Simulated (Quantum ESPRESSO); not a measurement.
Write the native input for Quantum ESPRESSO 7.5 that does the following.

```
Task                : band structure
Functional          : EV93
Potentials or basis : PseudoDojo 0.5 SR PBE standard
Cutoff              : 1116 eV
Density cutoff      : 4463 eV
k mesh              : 13 × 13 × 13
Occupations         : fixed
Spin                : no spin polarisation
Mixing beta         : 0.5
Most SCF iterations : 120
SCF threshold       : 4e-10 Ry
```

The system is C.

```
C
1.0
     0.00000    1.92108    1.92108
     1.92108    0.00000    1.92108
     1.92108    1.92108    0.00000
C
2
Cartesian
  2.8816 2.8816 2.8816
  1.9211 1.9211 1.9211
```

This isn't the form of C at room conditions, which is graphite.

The cell isn't the ideal one: volume scaled by 1.25.

These files were run (other wordings do the same):

pw.in

```
&CONTROL
  calculation = 'scf'
  prefix = 'pwscf'
  outdir = './tmp'
  pseudo_dir = './pseudo'
  tprnfor = .true.
  tstress = .true.
  disk_io = 'low'
/
&SYSTEM
  ibrav = 0
  nat = 2
  ntyp = 1
  ecutwfc = 82
  nbnd = 9
  input_dft = 'ev93'
  occupations = 'fixed'
/
&ELECTRONS
  conv_thr = 4d-10
  electron_maxstep = 120
  mixing_beta = 0.5
/
ATOMIC_SPECIES
C     12.0110 C.upf
CELL_PARAMETERS angstrom
   0.0000000000    1.9210770966    1.9210770966
   1.9210770966    0.0000000000    1.9210770966
   1.9210770966    1.9210770966    0.0000000000
ATOMIC_POSITIONS crystal
C      0.7500000000    0.7500000000    0.7500000000
C      0.5000000000    0.5000000000    0.5000000000
K_POINTS automatic
13 13 13 0 0 0
```

bands.in

```
&CONTROL
  calculation = 'bands'
  prefix = 'pwscf'
  outdir = './tmp'
  pseudo_dir = './pseudo'
  disk_io = 'low'
  verbosity = 'high'
/
&SYSTEM
  ibrav = 0
  nat = 2
  ntyp = 1
  ecutwfc = 82
  nbnd = 9
  input_dft = 'ev93'
  occupations = 'fixed'
/
&ELECTRONS
  conv_thr = 1d-08
  electron_maxstep = 120
  mixing_beta = 0.5
  diago_full_acc = .true.
/
ATOMIC_SPECIES
C     12.0110 C.upf
CELL_PARAMETERS angstrom
   0.0000000000    1.9210770966    1.9210770966
   1.9210770966    0.0000000000    1.9210770966
   1.9210770966    1.9210770966    0.0000000000
ATOMIC_POSITIONS crystal
C      0.7500000000    0.7500000000    0.7500000000
C      0.5000000000    0.5000000000    0.5000000000
K_POINTS crystal
60
 0.0000000000  0.0000000000  0.0000000000 1
 0.0625000000  0.0000000000  0.0625000000 1
 0.1250000000  0.0000000000  0.1250000000 1
 0.1875000000  0.0000000000  0.1875000000 1
 0.2500000000  0.0000000000  0.2500000000 1
 0.3125000000  0.0000000000  0.3125000000 1
 0.3750000000  0.0000000000  0.3750000000 1
 0.4375000000  0.0000000000  0.4375000000 1
 0.5000000000  0.0000000000  0.5000000000 1
 0.5000000000  0.0625000000  0.5625000000 1
 0.5000000000  0.1250000000  0.6250000000 1
 0.5000000000  0.1875000000  0.6875000000 1
 0.5000000000  0.2500000000  0.7500000000 1
 0.4375000000  0.3125000000  0.7500000000 1
 0.3750000000  0.3750000000  0.7500000000 1
 0.3375000000  0.3375000000  0.6750000000 1
 0.3000000000  0.3000000000  0.6000000000 1
 0.2625000000  0.2625000000  0.5250000000 1
 0.2250000000  0.2250000000  0.4500000000 1
 0.1875000000  0.1875000000  0.3750000000 1
 0.1500000000  0.1500000000  0.3000000000 1
 0.1125000000  0.1125000000  0.2250000000 1
 0.0750000000  0.0750000000  0.1500000000 1
 0.0375000000  0.0375000000  0.0750000000 1
 0.0000000000  0.0000000000  0.0000000000 1
 0.0625000000  0.0625000000  0.0625000000 1
 0.1250000000  0.1250000000  0.1250000000 1
 0.1875000000  0.1875000000  0.1875000000 1
 0.2500000000  0.2500000000  0.2500000000 1
 0.3125000000  0.3125000000  0.3125000000 1
 0.3750000000  0.3750000000  0.3750000000 1
 0.4375000000  0.4375000000  0.4375000000 1
 0.5000000000  0.5000000000  0.5000000000 1
 0.5250000000  0.4500000000  0.5250000000 1
 0.5500000000  0.4000000000  0.5500000000 1
 0.5750000000  0.3500000000  0.5750000000 1
 0.6000000000  0.3000000000  0.6000000000 1
 0.6250000000  0.2500000000  0.6250000000 1
 0.5833333333  0.2500000000  0.6666666667 1
 0.5416666667  0.2500000000  0.7083333333 1
 0.5000000000  0.2500000000  0.7500000000 1
 0.5000000000  0.2857142857  0.7142857143 1
 0.5000000000  0.3214285714  0.6785714286 1
 0.5000000000  0.3571428571  0.6428571429 1
 0.5000000000  0.3928571429  0.6071428571 1
 0.5000000000  0.4285714286  0.5714285714 1
 0.5000000000  0.4642857143  0.5357142857 1
 0.5000000000  0.5000000000  0.5000000000 1
 0.4821428571  0.4821428571  0.5357142857 1
 0.4642857143  0.4642857143  0.5714285714 1
 0.4464285714  0.4464285714  0.6071428571 1
 0.4285714286  0.4285714286  0.6428571429 1
 0.4107142857  0.4107142857  0.6785714286 1
 0.3928571429  0.3928571429  0.7142857143 1
 0.3750000000  0.3750000000  0.7500000000 1
 0.6250000000  0.2500000000  0.6250000000 1
 0.5937500000  0.1875000000  0.5937500000 1
 0.5625000000  0.1250000000  0.5625000000 1
 0.5312500000  0.0625000000  0.5312500000 1
 0.5000000000  0.0000000000  0.5000000000 1
```

Potentials or basis: PseudoDojo 0.5 SR PBE standard.

Run with:

```sh
$ OMP_NUM_THREADS=1 pw.x -in pw.in > pw.out
$ OMP_NUM_THREADS=1 pw.x -in bands.in > bands.out
```

It gave:

```yaml
Pressure: -39.6 GPa
Band_gap_on_the_k_mesh: 4.43 eV, indirect (least direct gap 5.21 eV)
Band_gap_along_the_path: 4.42 eV, indirect (least direct gap 5.21 eV)
```

Caveat: the potentials were made for another functional, which shifts forces and pressure; the potentials were made for a functional far from this one.

It took 11 s on 1 thread of Intel(R) Xeon(R) CPU @ 2.80GHz (Skylake/Cascade Lake) (shared host), peak memory 0.09 GiB.
